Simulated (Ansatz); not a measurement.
Sb:

```
CELL_PARAMETERS angstrom
0.00000 -2.37124 -2.37124
-2.37124 0.00000 -2.37124
2.37124 2.37124 -4.74249
ATOMIC_POSITIONS crystal
Sb 0.48982 0.45774 0.56015
Sb 0.01018 0.04226 0.93985
```

The cell isn't the ideal one: all atoms moved at random, sigma 0.25 Å a component.

Base run:

* Program: Ansatz 0.2.0
* Functional: r2SCAN
* Potentials or basis: Ansatz PAW
* Cutoff: 500 eV
* Density cutoff: 2000 eV
* k mesh: 9 × 9 × 5
* Occupations: fermi-dirac, width 0.05 eV
* Spin: no spin polarisation

Its results: band gap on the k mesh none (metal or under the smearing width); pressure 12.5 GPa; largest force 1.532 eV/Å.

Question: After a change of settings the same cell gave: band gap on the k mesh none (metal or under the smearing width); pressure 9.7 GPa; largest force 1.758 eV/Å. Which change was it?
A. functional from r2SCAN to LDA; cutoff from 500 eV to 420 eV; density cutoff from 2000 eV to 1680 eV
B. functional from r2SCAN to PBEsol; cutoff from 500 eV to 420 eV; density cutoff from 2000 eV to 1680 eV
C. functional from r2SCAN to BLYP; cutoff from 500 eV to 420 eV; density cutoff from 2000 eV to 1680 eV

Answer: B.

Caveats: the PAW data sets come from PBE, with cores solved anew for the run's functional, which leaves a small shift of forces and pressure; forces of over 1 eV/Å show positions far from the minimum, so gaps and moduli don't describe the material at rest.

Not every run made on this cell is shown here.
